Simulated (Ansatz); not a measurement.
Reactions of `[SiH3]C1[SiH2][Te]1`.

Gas-phase electronic energies from Ansatz, PBE0-D4/def2-TZVP geometries. CCSD(T)/CBS is the MP2 limit (def2-TZVPP, def2-QZVPP) plus CCSD(T) − MP2 in def2-TZVPP, frozen cores. This one scheme is used for every species. def2 core potentials past Kr. For Ge, Te outer-core shells are correlated without core-valence functions, which leaves a few kJ/mol of doubt a bond. Scalar relativity is left out up to krypton. One conformer a species, not always the lowest.

(1) Order these by ΔE at CCSD(T)/CBS, lowest first. (An estimate is asked.)
A. `[SiH3]C1[SiH2][Te]1` + `[OH][Ge][F]` → `[F][Ge][O][SiH3]` + `C1[SiH2][Te]1`
B. `[SiH3]C1[SiH2][Te]1` + `O[SiH2]S` → `O[SiH2]S[SiH3]` + `C1[SiH2][Te]1`
C. `[SiH3]C1[SiH2][Te]1` + `N=C(N)O` → `N=C(N)O[SiH3]` + `C1[SiH2][Te]1`
D. `[SiH3]C1[SiH2][Te]1` + `N=CF` → `F/C=N/[SiH3]` + `C1[SiH2][Te]1`

Largest T1 diagnostic: 0.015, for `[OH][Ge][F]`.

Answers

(1) A (-18.2 kcal/mol), C (-14.4 kcal/mol), B (-9.9 kcal/mol), D (-6.2 kcal/mol).
